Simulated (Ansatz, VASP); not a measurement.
# Two plane-wave programs on Ti

```xyz
2
Lattice="3.0154 0.0000 0.0000 -1.5077 2.6115 0.0000 0.0000 0.0000 4.7770" Properties=species:S:1:pos:R:3 pbc="T T T"
Ti    0.0000    1.7410    1.1942
Ti    1.5077    0.8705    3.5827
```

Alike in both runs: task single point; functional PBE; k mesh 20 × 20 × 11; occupations fermi-dirac, width 0.1 eV; no spin polarisation.

```csv
,VASP,Ansatz
version,VASP 6.6.1,Ansatz 0.2.0
potentials or method,"VASP PAW PBE potentials, release 64 (Ti_sv)","plane waves (420 eV) with PAW, scalar-relativistic"
plane-wave cutoff (eV),520,420
valence electrons in the cell,24,24
```

```csv
,VASP,Ansatz,Ansatz less VASP
pressure (GPa),-7.6,-7.4,+0.14
largest component of the traceless stress (GPa),0.11,0.11,-0.002
```

With one functional, cell and mesh, what is left measures potentials, basis and numerics.
